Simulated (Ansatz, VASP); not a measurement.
This is a calculation of NiO for VASP 6.6.1. 

INCAR

```
SYSTEM = NiO
PREC     = Accurate       ! precision mode
ENCUT    = 520            ! plane-wave cutoff, eV
EDIFF    = 1E-7           ! SCF threshold, eV
ISMEAR   = 0              ! smearing method
SIGMA    = 0.012          ! smearing width, eV
LREAL    = .False.        ! projectors in reciprocal space
LASPH    = .True.         ! aspherical terms in the spheres
NELM     = 150            ! most SCF steps
ALGO     = Fast           ! electronic algorithm
ISIF     = 2              ! what is computed and relaxed
LWAVE    = .False.        ! write WAVECAR
LCHARG   = .False.        ! write CHGCAR
ISPIN    = 2              ! spin polarisation
MAGMOM   = 1 0            ! initial moments
LORBIT   = 11             ! projections on sites
LMAXMIX  = 4              ! l up to which the mixer works
GGA      = PE             ! functional
NBANDS   = 19             ! bands
```

File KPOINTS:

```
Automatic mesh
0
Gamma
  11 11 11
  0 0 0
```

File POSCAR:

```
NiO
1.0
    0.0000000000      2.0859016414      2.0859016414
    2.0859016414      0.0000000000      2.0859016414
    2.0859016414      2.0859016414      0.0000000000
Ni O
1 1
Direct
    0.0000000000      0.0000000000      0.0000000000
    0.5000000000      0.5000000000      0.5000000000
```

Potentials or basis: VASP PAW PBE potentials, release 64 (Ni, O).

Command:

```sh
$ cat potpaw_PBE.64/Ni/POTCAR potpaw_PBE.64/O/POTCAR > POTCAR
$ mpirun -np 1 vasp_std > vasp.out
```

Problem. Translate it to Ansatz 0.2.0. Potentials or basis there: all-electron LAPW, scalar-relativistic.

Solution. As run (cutoffs and basis follow the program's own potentials, and thresholds, step limits or extra output files can differ):

The input input.yaml:

```yaml
crystal:
  lattice:
    - [0.0, 2.0859016414, 2.0859016414]
    - [2.0859016414, 0.0, 2.0859016414]
    - [2.0859016414, 2.0859016414, 0.0]
  atoms:
    - { symbol: Ni, position: [0.0, 0.0, 0.0], spin: 1.0 }
    - { symbol: O, position: [0.5, 0.5, 0.5] }
kpoints:
  mp_grid: { grid: [11, 11, 11] }
scf:
  occupations: { method: gaussian, width: 0.012 }
hamiltonian:
  xc: pbe
  pseudopotentials: { kind: all_electron, lapw: { basis_error: 0.001 } }
magnetization:
  spin_polarized: true
output:
  forces: true
  stress: true
  eigenvalues: true
```

Potentials or basis: all-electron LAPW, scalar-relativistic.

The run is started by

```console
$ ansatz run input.yaml --threads 2 --pin off --max-ram 6144MiB --backend cpu --events-out ev --progress --plain --runs-dir out
```

Both were run:

|  | VASP | Ansatz |
| --- | --- | --- |
| Pressure | 6.1 GPa | 6.6 GPa |
| Net moment | 1.78 μB per cell | 1.81 μB per cell |

Where Ansatz's input types no cutoff or centring, it takes its own default and a Γ-centred mesh.

The magnetic state is the one that the start led to; the real crystal's order can differ.

Pressure is positive in compression.
